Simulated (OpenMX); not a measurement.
# TiSi2 under changes of volume

One of the cells (13.981 Å³/atom); the others are scaled copies at fixed shape and fractional positions:

```
Ti Si
1.0
     0.00000    4.11752    4.26290
     2.38951    0.00000    4.26290
     2.38951    4.11752    0.00000
Ti Si
2 4
Direct
  0.75000 0.75000 0.75000
  0.50000 0.50000 0.50000
  0.41257 0.08743 0.41257
  0.08743 0.41257 0.08743
  0.16257 0.83743 0.16257
  0.83743 0.16257 0.83743
```

The cell is a database's computed one.

| Item | Value |
| --- | --- |
| Program | OpenMX 3.8.5 |
| Functional | PBE |
| Potentials or basis | OpenMX 2013 PBE set, Ti7.0-s2p2d1, Si7.0-s2p1d1, fixed grid of 45 × 45 × 45 points |
| k mesh | 7 × 7 × 7 |
| Occupations | fermi-dirac, width 0.05 eV |
| Spin | no spin polarisation |

```csv
volume (Å³/atom),energy over the lowest point (meV/atom),largest force (eV/Å)
13.142,47.43,0.059
13.421,25.88,0.045
13.701,?,?
13.981,2.83,0.027
14.260,0.00,0.021
14.540,2.21,0.020
14.820,8.93,0.020
```

Question: What does the run at 13.701 Å³/atom give?

Answer: Energy over the lowest point 11.25 meV/atom; largest force 0.034 eV/Å.

Worked out: A Birch-Murnaghan fit of order 3 (a polynomial in V^(-2/3)) to the other rows has its minimum at 14.27 Å³/atom with B0 = V·E''(V) = 146 GPa and B' = 4.5 at fixed shape and positions, which overstates the stiffness. It gives 11.23 meV/atom at 13.701 Å³/atom, against the run's 11.25.

Energies are extrapolated to zero smearing.

Caveats: the transition metal has a single d function, too few for pressures, volumes and moments; the basis of atomic orbitals isn't converged, which shifts pressures, moduli and gaps.
